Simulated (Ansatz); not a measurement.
Cu under changes of volume

One of the cells (11.458 Å³/atom); the others are scaled copies at fixed shape and fractional positions:

```
Cu
1.0
    -1.44279    1.44279    1.37608
     1.44279   -1.44279    1.37608
     1.44279    1.44279   -1.37608
Cu
1
Direct
  0.00000 0.00000 0.00000
```

This isn't the form of Cu at room conditions, which is fcc.

| Item | Value |
| --- | --- |
| Program | Ansatz 0.2.0 |
| Functional | HSE06 |
| Potentials or basis | Ansatz PAW |
| Cutoff | 420 eV (not typed: the program's choice for these potentials) |
| k mesh | 8 × 8 × 8 |
| Occupations | fermi-dirac, width 0.05 eV |
| Spin | no spin polarisation |

```csv
volume (Å³/atom),energy over the lowest point (meV/atom),pressure (GPa)
10.771,66.76,18.9
11.000,42.91,14.5
11.229,?,?
11.458,12.29,7.2
11.687,4.26,4.1
11.916,0.29,1.4
12.146,0.00,-1.0
```

Task: What does the run at 11.229 Å³/atom give?

Result: Energy over the lowest point 24.96 meV/atom; pressure 10.6 GPa.

Worked out: A Birch-Murnaghan fit of order 3 (a polynomial in V^(-2/3)) to the other rows has its minimum at 12.05 Å³/atom with B0 = V·E''(V) = 124 GPa and B' = 5.4 at fixed shape and positions, which overstates the stiffness. It gives 24.98 meV/atom at 11.229 Å³/atom, against the run's 24.96, and -dE/dV = 10.6 GPa, against 10.6.

Energies are extrapolated to zero smearing.

Caveats: all runs use coarse meshes; the PAW data sets come from PBE, with cores solved anew for the run's functional, which leaves a small shift of forces and pressure; the thresholds are loose for stress.
